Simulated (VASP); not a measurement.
Crystal: C.

```
CELL_PARAMETERS angstrom
2.13038 -1.22995 -0.00564
2.13038 1.22995 -0.00564
-1.39033 0.00000 3.57066
ATOMIC_POSITIONS crystal
C 0.83335 0.83335 0.00005
C 0.16665 0.16665 0.99995
```

This is a stacking variant of graphite.

Base run:

```yaml
Program: VASP 6.6.1
Functional: PBEsol
Potentials_or_basis: VASP PAW PBE potentials, release 64 (C)
Cutoff: 520 eV
k_mesh: 16 × 16 × 10
Occupations: gaussian, width 0.5 eV
Spin: no spin polarisation
```

Its results: band gap on the k mesh 0.68 eV, indirect (least direct gap 0.68 eV); pressure 0.4 GPa.

Problem. The run is repeated on the same cell with these changes: cutoff from 520 eV to 700 eV; occupations from gaussian, width 0.5 eV to gaussian, width 0.02 eV. What comes out?

Solution. Band gap on the k mesh 0.68 eV, indirect (least direct gap 0.68 eV); pressure -0.2 GPa.

Caveats: the PAW data sets were made with another functional, which shifts forces and pressure a little; this functional lacks dispersion, which binds the layers, so the pressure and a relaxed spacing across them are unreliable.

A k mesh can miss the band edges.
